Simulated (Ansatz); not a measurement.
# B: one candidate of a structure search

Aim: relax a trial structure of B and see where it ends.

Computed with Ansatz 0.2.0 (DFT PBE, scalar-relativistic, plane waves, PAW, unless a step's input says otherwise).

### 1 The starting structure

Symmetry: P-4m2, No. 115, tetragonal system. The conventional cell has a = 3.763 Å, b = 3.763 Å, c = 3.495 Å, α = 90.00°, β = 90.00°, γ = 90.00°. B (site symmetry m) is surrounded by 4 B at 1.66 to 1.73 Å. Around B (site symmetry -4m2) lie 4 B at 1.67 Å.

As a file:

```cif
data_structure
_symmetry_space_group_name_H-M 'P-4m2'
_symmetry_Int_Tables_number 115
_cell_length_a 3.7633
_cell_length_b 3.7633
_cell_length_c 3.4949
_cell_angle_alpha 90.000
_cell_angle_beta 90.000
_cell_angle_gamma 90.000
_cell_volume 49.50
loop_
_atom_site_label
_atom_site_type_symbol
_atom_site_symmetry_multiplicity
_atom_site_Wyckoff_symbol
_atom_site_fract_x
_atom_site_fract_y
_atom_site_fract_z
_atom_site_occupancy
B1 B 4 j 0.00000 0.26963 0.61937 1
B2 B 1 a 0.00000 0.00000 0.00000 1
```

The cell is invented: 4-connected net of one element (P-4m2, No. 115). Lengths come from tabulated atomic sizes and are only a guess.

### 2 A first look at the guess

input.yaml

```yaml
crystal:
  lattice:
    - [3.76330976, 0.0, 0.0]
    - [0.0, 3.76330976, 0.0]
    - [0.0, 0.0, 3.49491969]
  atoms:
    - { symbol: B, position: [0.0, 0.26963234, 0.61936938] }
    - { symbol: B, position: [0.26963234, 0.0, 0.38063062] }
    - { symbol: B, position: [0.73036766, 0.0, 0.38063062] }
    - { symbol: B, position: [0.0, 0.73036766, 0.61936938] }
    - { symbol: B, position: [0.0, 0.0, 0.0] }
basis:
  ecutwfc: 420
kpoints:
  mp_grid: { grid: [4, 4, 6] }
hamiltonian:
  xc: pbe
scf:
  occupations: { method: gaussian, width: 0.1 }
  lower_state_search: "off"
output:
  forces: true
  stress: true
  eigenvalues: true
```

On the command line:

```console
ansatz run input.yaml --threads 1 --pin off --max-ram 2560MiB --backend cpu --events-out ev --progress --plain --runs-dir out
```

The program printed, cut to the lines that bear on the results:

```text
[...]
SCF converged after 6 iterations
Free energy (F): -773.515504 eV
[...]
E sigma→0 (E₀):  -773.513007 eV
Entropy (-TS):   -0.004993 eV (-0.999 meV/atom)
Fermi energy:    4.905594 eV
[...]
--- Forces (eV/Å), atoms counted from 1 ---
  atom   1  B      0.00000000     2.97068748     1.15397161
  atom   2  B      2.97068748     0.00000000    -1.15397161
  atom   3  B     -2.97068748     0.00000000    -1.15397161
  atom   4  B      0.00000000    -2.97068748     1.15397161
  atom   5  B     -0.00000000     0.00000000     0.00000000
[...]
--- Stress (GPa, compression-positive) ---
        6.497058       0.000000      -0.000000
        0.000000       6.497058       0.000000
       -0.000000       0.000000      27.406916
  P = ⅓ Tr σ = 13.4670 GPa (134.670 kbar)
--- Band table (eV; the first three rows and the last of 24) ---
  k-point 0: bands = ["-9.6846", "-1.3706", "-0.6742", "-0.0743", "-0.0743", "0.8781", "1.3702", "6.4409", "6.4409", "6.6358", "13.3174", "13.9844", "14.4012"]
[...]
```

Run time: 5.5 s. Hardware: 1 thread of Intel Xeon at 2.50GHz (Skylake/Cascade Lake), shared host; peak memory 0.3 GiB.

From the probe: pressure 13.5 GPa, largest force 3.19 eV/Å, gap on this mesh none (metal). A guess like this is first relaxed loosely on the coarse mesh.

### 3 Coarse relaxation

Edit input.yaml of step 2 so:

```diff
@@ -24 +24,6 @@
   eigenvalues: true
+relax:
+  adjacent_minimum: "off"
+  f_tol: 0.04
+  max_steps: 70
+  cell: { stress_tol: 0.4 }
```

On the command line:

```console
ansatz run input.yaml --threads 1 --pin off --max-ram 2560MiB --backend cpu --events-out ev --progress --plain --runs-dir out
```

The program printed:

```text
Warning: RAYON_NUM_THREADS=1 ignored (pool sized by the plan → 1); use --threads N
Engine: ansatz 0.2.0, x86_64-unknown-linux-gnu
Pseudopotentials: kind: paw
Pseudopotential: B, paw, valence charge 3, recommended cutoff 420 eV (normal), B.paw.azcp
Functional definition: PBE
  parameter kappa = 0.804
  parameter beta = 0.06672455060314922
  exchange = pbe_x(kappa = kappa, mu = beta*pi^2/3)
  correlation = pbe_c(beta = beta)
Crystal: 5 atoms, lattice volume = 49.497 Å³
Basis set: ecut = 420 eV, 987 PW (Γ), exchange–correlation on 54×54×48 points (8 copies of the dense FFT grid, shifted against one another)
Bands: 13, of which v1, the nominal top of the filled ones, is band 8 counted from 1 (7 counted from 0)
Symmetry: 8 space group operations
Space group: P-4m2 (ITA 115), of the structure as read, at distance tolerance 3.7e-5 Å
k-points: 24 of 96 (time reversal used)
Non-local potential: B, projectors of the file, l = 0: 2, l = 1: 2, l = 2: 1
PAW form: soft (Blöchl's): semilocal exchange-correlation on the pseudo side does not see the compensation charge
PAW one-centre angular grid: B, 110 points (default); XC on 64 Gauss nodes
Initial density: superposition of atomic densities (neutral atoms: chi_scale 0, normalization atom), corrected by the library's trained network
Initial wavefunctions: pseudopotential atomic-orbital guess
Functional: x = pbe(κ = 0.804, μ = 0.2195149727645171), c = pbe(β = 0.06672455060314922)
SCF iter   1: F=—  HF=-773.531890 eV  |F-HF|=—  |Δ(HF+E_count)|=         —  Δρ=1.23e-2  dr2=6.20e-2  ethr=1.77e-3  ⟨swp⟩=5.8  Hψ=1933  notcnv=0
preconditioner: auto → LDOS  [insulator: Δε(μ)=0.223 eV  Ē_g=10.627 eV  σ=0.100 eV  W_gap=0.51  n_scr=6 (ndim 8)  ℏωp=20.4 eV  f_vac=0.014  D(μ)=0.99/eV (n_scr^D=6)  ε∞_Penn≈4.7  β→1.0]
SCF iter   2: F=—  HF=-773.517317 eV  |F-HF|=—  |Δ(HF+E_count)|=   1.46e-2  Δρ=3.35e-3  dr2=6.56e-3  ethr=4.13e-4  ⟨swp⟩=2.4  Hψ=760  notcnv=0  defer=25
SCF iter   3: F=—  HF=-773.515603 eV  |F-HF|=—  |Δ(HF+E_count)|=   1.71e-3  Δρ=7.21e-4  dr2=3.76e-4  ethr=4.37e-5  ⟨swp⟩=2.0  Hψ=449  notcnv=0  defer=25
SCF iter   4: F=—  HF=-773.515501 eV  |F-HF|=—  |Δ(HF+E_count)|=   1.02e-4  Δρ=1.20e-4  dr2=5.76e-6  ethr=2.51e-6  ⟨swp⟩=2.0  Hψ=433  notcnv=0  defer=25
SCF iter   5: F=—  HF=-773.515503 eV  |F-HF|=—  |Δ(HF+E_count)|=   2.10e-6  Δρ=2.73e-5  dr2=1.57e-7  ethr=3.84e-8  ⟨swp⟩=2.0  Hψ=463  notcnv=0  defer=25
SCF iter   6: F=-773.515504 eV  HF=-773.515504 eV  |F-HF|=1.03e-8  |Δ(HF+E_count)|=   2.41e-7  Δρ=4.18e-6  dr2=2.99e-9  ethr=6.67e-10  ⟨swp⟩=8.1  Hψ=1544  notcnv=0
SCF 1 converged in 6 iterations: F = -773.515504 eV  dr2 = 2.99e-9
relax step   1: F+E_penalty+E_count = -773.51550356 eV  Δ(F+E_penalty+E_count) = +0.000e0 eV  max|allowed force component| = 2.971e0 eV/Å  Δτ_max = 0.0000 Å  P = +13.467 GPa  Ω = 49.497 Å³  (6 SCF iters, dr2 threshold 1.00e-7 eV, accepted)
Crystal: 5 atoms, lattice volume = 50.576 Å³
Basis set: ecut = 420 eV, 997 PW (Γ), exchange–correlation on 54×54×48 points (8 copies of the dense FFT grid, shifted against one another)
Initial density: handed on by an earlier stage of this run
Initial wavefunctions: those handed on with the density
iter 1 solved again at ethr=5.97e-4 eV; its pass at ethr=3.10e-3 eV (dr2=8.95e-2 eV) is discarded
SCF iter   1: F=—  HF=-774.051076 eV  |F-HF|=—  |Δ(HF+E_count)|=         —  Δρ=1.13e-2  dr2=8.77e-2  ethr=5.97e-4  ⟨swp⟩=1.0  Hψ=2465  notcnv=0
preconditioner: auto → LDOS  [metal: Δε(μ)=0.026 eV  Ē_g=10.414 eV  σ=0.100 eV  W_gap=0.14  n_scr=6 (ndim 8)  ℏωp=20.2 eV  f_vac=0.017  D(μ)=1.31/eV (n_scr^D=6)  β→1.0]
SCF iter   2: F=—  HF=-774.034333 eV  |F-HF|=—  |Δ(HF+E_count)|=   1.67e-2  Δρ=6.55e-3  dr2=3.22e-2  ethr=5.85e-4  ⟨swp⟩=2.4  Hψ=619  notcnv=0
SCF iter   3: F=—  HF=-774.022972 eV  |F-HF|=—  |Δ(HF+E_count)|=   1.14e-2  Δρ=8.23e-4  dr2=2.80e-4  ethr=2.15e-4  ⟨swp⟩=2.4  Hψ=623  notcnv=0  defer=1
SCF iter   4: F=—  HF=-774.022970 eV  |F-HF|=—  |Δ(HF+E_count)|=   2.20e-6  Δρ=1.29e-4  dr2=1.17e-5  ethr=1.86e-6  ⟨swp⟩=2.5  Hψ=520  notcnv=0  defer=1
SCF iter   5: F=-774.022970 eV  HF=-774.022970 eV  |F-HF|=1.55e-7  |Δ(HF+E_count)|=   5.00e-7  Δρ=3.29e-5  dr2=3.18e-7  ethr=3.33e-9  ⟨swp⟩=5.4  Hψ=1875  notcnv=0
SCF 2 converged in 5 iterations: F = -774.022970 eV  dr2 = 3.18e-7
relax step   2: F+E_penalty+E_count = -774.02297031 eV  Δ(F+E_penalty+E_count) = -5.075e-1 eV  max|allowed force component| = 1.124e0 eV/Å  Δτ_max = 0.0283 Å  P = +6.536 GPa  Ω = 50.576 Å³  energy of the carried Pulay correction = -1.725e-3 eV  (5 SCF iters, dr2 threshold 5.00e-7 eV, accepted)
Crystal: 5 atoms, lattice volume = 51.346 Å³
iter 1 solved again at ethr=2.34e-3 eV; its pass at ethr=3.10e-3 eV (dr2=3.50e-1 eV) is discarded
SCF iter   1: F=—  HF=-774.651156 eV  |F-HF|=—  |Δ(HF+E_count)|=         —  Δρ=2.14e-2  dr2=3.50e-1  ethr=2.34e-3  ⟨swp⟩=1.0  Hψ=2500  notcnv=0
preconditioner: auto → LDOS  [insulator: Δε(μ)=0.123 eV  Ē_g=10.300 eV  σ=0.100 eV  W_gap=0.61  n_scr=6 (ndim 8)  ℏωp=20.1 eV  f_vac=0.011  D(μ)=2.06/eV (n_scr^D=18)  ε∞_Penn≈4.8  β→1.0]
SCF iter   2: F=—  HF=-774.574033 eV  |F-HF|=—  |Δ(HF+E_count)|=   7.71e-2  Δρ=8.69e-3  dr2=3.13e-2  ethr=2.33e-3  ⟨swp⟩=3.0  Hψ=589  notcnv=0
preconditioner: auto → none  [insulator: Δε(μ)=0.119 eV  Ē_g=10.285 eV  σ=0.100 eV  W_gap=0.60  n_scr=6 (ndim 8)  ℏωp=20.1 eV  f_vac=0.010  D(μ)=2.42/eV (n_scr^D=18)  ε∞_Penn≈4.8  β→0.5]
SCF iter   3: F=—  HF=-774.570748 eV  |F-HF|=—  |Δ(HF+E_count)|=   3.28e-3  Δρ=4.30e-3  dr2=1.79e-2  ethr=2.09e-4  ⟨swp⟩=2.5  Hψ=699  notcnv=0  defer=12
SCF iter   4: F=—  HF=-774.566939 eV  |F-HF|=—  |Δ(HF+E_count)|=   3.81e-3  Δρ=1.21e-3  dr2=3.26e-4  ethr=1.19e-4  ⟨swp⟩=2.2  Hψ=423  notcnv=0  defer=12
SCF iter   5: F=—  HF=-774.567046 eV  |F-HF|=—  |Δ(HF+E_count)|=   1.06e-4  Δρ=2.04e-4  dr2=1.53e-5  ethr=2.17e-6  ⟨swp⟩=2.5  Hψ=471  notcnv=0  defer=12
SCF iter   6: F=-774.567050 eV  HF=-774.567050 eV  |F-HF|=1.95e-7  |Δ(HF+E_count)|=   3.85e-6  Δρ=3.24e-5  dr2=2.19e-7  ethr=3.33e-9  ⟨swp⟩=6.2  Hψ=1935  notcnv=0
SCF 3 converged in 6 iterations: F = -774.567050 eV  dr2 = 2.19e-7
relax step   3: F+E_penalty+E_count = -774.56704977 eV  Δ(F+E_penalty+E_count) = -5.441e-1 eV  max|allowed force component| = 1.365e0 eV/Å  Δτ_max = 0.0471 Å  P = +1.850 GPa  Ω = 51.346 Å³  energy of the carried Pulay correction = -2.934e-3 eV  (6 SCF iters, dr2 threshold 5.00e-7 eV, accepted)
[... from here on, the SCF cycles and remarks between the steps are left out ...]
relax step   4: F+E_penalty+E_count = -775.32241869 eV  Δ(F+E_penalty+E_count) = -7.554e-1 eV  max|allowed force component| = 2.656e0 eV/Å  Δτ_max = 0.0435 Å  P = -2.575 GPa  Ω = 51.526 Å³  energy of the carried Pulay correction = -3.214e-3 eV  (6 SCF iters, dr2 threshold 5.00e-7 eV, accepted)
relax step   5: F+E_penalty+E_count = -776.02289789 eV  Δ(F+E_penalty+E_count) = -7.005e-1 eV  max|allowed force component| = 2.280e0 eV/Å  Δτ_max = 0.0386 Å  P = -6.778 GPa  Ω = 51.125 Å³  energy of the carried Pulay correction = -2.590e-3 eV  (6 SCF iters, dr2 threshold 5.00e-7 eV, accepted)
relax step   6: F+E_penalty+E_count = -776.45835695 eV  Δ(F+E_penalty+E_count) = -4.355e-1 eV  max|allowed force component| = 1.443e0 eV/Å  Δτ_max = 0.0745 Å  P = -2.556 GPa  Ω = 47.788 Å³  energy of the carried Pulay correction = +2.811e-3 eV  (6 SCF iters, dr2 threshold 5.00e-7 eV, accepted)
relax step   7: F+E_penalty+E_count = -776.56026587 eV  Δ(F+E_penalty+E_count) = -1.019e-1 eV  max|allowed force component| = 2.945e-1 eV/Å  Δτ_max = 0.0329 Å  P = -0.701 GPa  Ω = 47.370 Å³  energy of the carried Pulay correction = +3.514e-3 eV  (6 SCF iters, dr2 threshold 5.00e-7 eV, accepted)
relax step   8: F+E_penalty+E_count = -776.56395729 eV  Δ(F+E_penalty+E_count) = -3.691e-3 eV  max|allowed force component| = 3.133e-2 eV/Å  Δτ_max = 0.0058 Å  P = -0.008 GPa  Ω = 47.187 Å³  energy of the carried Pulay correction = +3.824e-3 eV  (6 SCF iters, dr2 threshold 5.00e-7 eV, accepted)
relax step   9: F+E_penalty+E_count = -776.61044539 eV  Δ(F+E_penalty+E_count) = -4.649e-2 eV  max|allowed force component| = 3.336e-2 eV/Å  Δτ_max = 0.0000 Å  P = +0.739 GPa  Ω = 47.187 Å³  stress off target by 2.55e0 GPa  SCF on the basis re-selected at this cell (its energy is not comparable with the rows above)  (6 SCF iters)
relax step  10: F+E_penalty+E_count = -776.61057810 eV  Δ(F+E_penalty+E_count) = -1.327e-4 eV  max|allowed force component| = 8.742e-2 eV/Å  Δτ_max = 0.0013 Å  P = -0.428 GPa  Ω = 47.340 Å³  energy of the carried Pulay correction = -3.128e-4 eV  (6 SCF iters, dr2 threshold 5.00e-7 eV, accepted)
relax step  11: F+E_penalty+E_count = -776.61193450 eV  Δ(F+E_penalty+E_count) = -1.356e-3 eV  max|allowed force component| = 1.254e-3 eV/Å  Δτ_max = 0.0015 Å  P = -0.026 GPa  Ω = 47.295 Å³  energy of the carried Pulay correction = -2.171e-4 eV  (6 SCF iters, dr2 threshold 5.00e-7 eV, accepted)
iter 1 solved again at ethr=6.89e-8 eV; its pass at ethr=3.10e-3 eV (dr2=1.03e-5 eV) is discarded
SCF iter   1: F=—  HF=-776.612121 eV  |F-HF|=—  |Δ(HF+E_count)|=         —  Δρ=1.98e-5  dr2=1.70e-8  ethr=6.89e-8  ⟨swp⟩=3.1  Hψ=2692  notcnv=0
preconditioner: auto → none  [metal: Δε(μ)=0.082 eV  Ē_g=11.196 eV  σ=0.100 eV  W_gap=0.44  n_scr=6 (ndim 8)  ℏωp=20.9 eV  f_vac=0.000  D(μ)=0.97/eV (n_scr^D=6)]
SCF iter   2: F=—  HF=-776.612131 eV  |F-HF|=—  |Δ(HF+E_count)|=   9.99e-6  Δρ=1.01e-5  dr2=4.41e-9  ethr=1.13e-10  ⟨swp⟩=2.3  Hψ=498  notcnv=0
iter 3 did not close the SCF: its close was put off for the readings that it lacked (scf_convergence_deferred on its scf_iter line)
SCF iter   3: F=-776.612131 eV  HF=-776.612131 eV  |F-HF|=1.36e-12  |Δ(HF+E_count)|=   4.49e-8  Δρ=2.27e-7  dr2=1.48e-11  ethr=2.94e-11  ⟨swp⟩=2.0  Hψ=493  notcnv=0
iter 4 did not close the SCF: its close was put off for the readings that it lacked (scf_convergence_deferred on its scf_iter line)
SCF iter   4: F=-776.612131 eV  HF=-776.612131 eV  |F-HF|=1.36e-12  |Δ(HF+E_count)|=  1.25e-12  Δρ=8.54e-8  dr2=1.69e-12  ethr=1.00e-12  ⟨swp⟩=1.0  Hψ=312  notcnv=0
iter 5 did not close the SCF: its close was put off for the readings that it lacked (scf_convergence_deferred on its scf_iter line)
SCF iter   5: F=-776.612131 eV  HF=-776.612131 eV  |F-HF|=2.27e-13  |Δ(HF+E_count)|=  1.93e-12  Δρ=2.53e-8  dr2=2.17e-13  ethr=1.00e-12  ⟨swp⟩=1.0  Hψ=312  notcnv=0
iter 6 did not close the SCF: its close was put off for the readings that it lacked (scf_convergence_deferred on its scf_iter line)
SCF iter   6: F=-776.612131 eV  HF=-776.612131 eV  |F-HF|=2.27e-13  |Δ(HF+E_count)|=    0.00e0  Δρ=5.68e-9  dr2=8.92e-15  ethr=1.00e-12  ⟨swp⟩=1.0  Hψ=312  notcnv=0
SCF iter   7: F=-776.612131 eV  HF=-776.612131 eV  |F-HF|=1.14e-13  |Δ(HF+E_count)|=    0.00e0  Δρ=1.38e-9  dr2=1.28e-15  ethr=1.00e-12  ⟨swp⟩=1.4  Hψ=836  notcnv=0
SCF 12 converged in 7 iterations: F = -776.612131 eV  dr2 = 1.28e-15
relax step  12: F+E_penalty+E_count = -776.61213129 eV  Δ(F+E_penalty+E_count) = -1.968e-4 eV  max|allowed force component| = 1.212e-3 eV/Å  Δτ_max = 0.0000 Å  P = -0.020 GPa  Ω = 47.295 Å³  stress off target by 2.49e-2 GPa  SCF on the basis re-selected at this cell (its energy is not comparable with the rows above)  (7 SCF iters)
basis re-selected at this cell: Δ(F+E_penalty+E_count) = -1.968e-4 eV, ΔP = +0.006 GPa vs the last step (what re-selecting the basis moved, of the pressure what is left beyond the Pulay correction that the steps carried, after the strain that the cell walked since its last selection, with what the two solves' SCF thresholds leave and, on support functions, any second-order correction that the steps lacked; it is no measure of the basis error at this ecutwfc). This SCF's stress stands 2.49e-2 GPa from its target on what of the cell is left free (relax.cell.stress_tol is 4.00e-1 GPa) and its largest allowed force component is 1.21e-3 eV/Å (relax.f_tol is 4.00e-2 eV/Å): within both
SCF converged after 7 iterations
Free energy (F): -776.612131 eV
Harris-Foulkes:  -776.612131 eV  (|F-HF|=1.14e-13)
Internal energy: -776.607286 eV  (E = F + TS)
E sigma→0 (E₀):  -776.609709 eV
Entropy (-TS):   -0.004845 eV (-0.969 meV/atom)
Fermi energy:    6.133392 eV
--- Per-component energies (eV) ---
  E_band       = -5.689018
  E_kinetic    = 240.434100
  E_local      = -245.887681  (includes V_loc(G=0)·N_el)
  E_nonlocal   = 59.504147
  E_hartree    = 70.382400
  E_xc         = -157.944350
  E_vxc        = -186.928766  (∫ρ·V_xc dr)
  E_paw        = -393.231363  (= ΣΔE_a)
  E_vpaw       = -13.575603  (= ΣTr[D̂ρ^β])
  E_aug_tail   = -0.000014  (compensation charges beyond the density's cutoff)
  E_ewald      = -349.864524
  E_smearing   = -0.004845  (= −TS)
  E_closure    = 0.000000  (closes the sum)
  Σ components = -776.612131   (vs F -776.612131, Δ=0.00e0)
--- Forces (eV/Å), atoms counted from 1 ---
  atom   1  B     -0.00000000     0.00121221    -0.00029775
  atom   2  B      0.00121221     0.00000000     0.00029775
  atom   3  B     -0.00121221     0.00000000     0.00029775
  atom   4  B     -0.00000000    -0.00121221    -0.00029775
  atom   5  B      0.00000000    -0.00000000    -0.00000000
  max |Σ_I F_I| component: 3.05e-16 eV/Å
--- Stress (GPa, compression-positive) ---
       -0.024924       0.000000      -0.000000
        0.000000      -0.024924      -0.000000
       -0.000000      -0.000000      -0.010192
  P = ⅓ Tr σ = -0.0200 GPa (-0.200 kbar)
--- Band table (eV; the first three rows and the last of 24) ---
  k-point 0: bands = ["-8.7339", "-2.8572", "-2.0147", "0.7022", "1.6559", "2.9135", "2.9135", "7.2038", "7.2038", "11.8451", "13.6935", "13.8480", "13.8480"]
  k-point 1: bands = ["-8.6228", "-4.0206", "-0.6862", "0.6949", "1.6917", "2.9867", "2.9867", "6.9330", "6.9330", "11.9037", "12.7829", "13.4628", "14.3648"]
  k-point 2: bands = ["-8.3481", "-5.1583", "0.5788", "0.9314", "1.7577", "3.1532", "3.1532", "6.4255", "6.4255", "11.4855", "12.0284", "12.7537", "14.0488"]
  k-point 23: bands = ["-6.6552", "-3.7483", "-1.3350", "-1.3350", "1.4551", "1.4551", "3.1750", "3.7322", "7.9705", "11.4042", "11.4042", "11.7078", "13.5385"]
--- Relaxed structure (10 steps of the walk, 10 accepted, 2 SCFs on fresh bases) ---
  F+E_penalty+E_count = -776.61213129 eV   max|allowed force component| = 1.212e-3 eV/Å   (the final SCF, on the basis selected at the relaxed cell)
  cell:  # Å, volume = 47.2953 Å³
    - [3.3222750855629, 7.896077441346277e-34, 7.106469697211648e-33]
    - [0.0, 3.3222750855629, 0.0]
    - [6.59965361745118e-33, 0.0, 4.284956452901077]
  atoms:
    - { symbol: B, position: [5.992439269123177e-19, 0.2507438696513517, 0.6570552182663447] }
    - { symbol: B, position: [0.2507438696513517, 1.3828706005668857e-19, 0.34294478173365534] }
    - { symbol: B, position: [0.7492561303486485, 1.382870600566885e-19, 0.34294478173365534] }
    - { symbol: B, position: [5.992439269123177e-19, 0.7492561303486485, 0.6570552182663447] }
    - { symbol: B, position: [5.9924392691231615e-19, 1.3828706005668855e-19, -1.4836824602749686e-67] }
```

Wall time 65 s (1 thread of Intel Xeon at 2.50GHz (Skylake/Cascade Lake), shared host); peak memory 0.33 GiB.

Relaxation path:

| step | energy from step 1 (eV/cell) | largest force component (eV/Å) | pressure (GPa) | volume (Å³) |
| --- | --- | --- | --- | --- |
| 1 | 0.0000 | 2.9707 | 13.47 | 49.50 |
| 2 | -0.5075 | 1.1242 | 6.54 | 50.58 |
| 3 | -1.0515 | 1.3653 | 1.85 | 51.35 |
| 4 | -1.8069 | 2.6565 | -2.57 | 51.53 |
| 5 | -2.5074 | 2.2795 | -6.78 | 51.13 |
| 6 | -2.9429 | 1.4426 | -2.56 | 47.79 |
| 7 | -3.0448 | 0.2945 | -0.70 | 47.37 |
| 8 | -3.0485 | 0.0313 | -0.01 | 47.19 |
| 9 | -3.0949 | 0.0334 | 0.74 | 47.19 |
| 10 | -3.0951 | 0.0874 | -0.43 | 47.34 |
| 11 | -3.0964 | 0.0013 | -0.03 | 47.30 |
| 12 | -3.0966 | 0.0012 | -0.02 | 47.30 |

Step 1 is the start. Steps 9, 12 each repeat the geometry before them on a plane-wave basis chosen anew, so the energy can jump there without any move.

|  | before | after | change |
| --- | --- | --- | --- |
| a (Å) | 3.763 | 3.322 | -11.7 % |
| b (Å) | 3.763 | 3.322 | -11.7 % |
| c (Å) | 3.495 | 4.285 | +22.6 % |
| volume (Å³/atom) | 9.90 | 9.46 | -4.4 % |
| shortest distance (Å) | 1.660 | 1.656 | -0.2 % |
| space group (0.01 Å) | P-4m2 | P-4m2 | same |

The run keeps the 8 symmetry operations of the start, so it could not have lowered the symmetry.

(Part 1 of 2 ends here.)
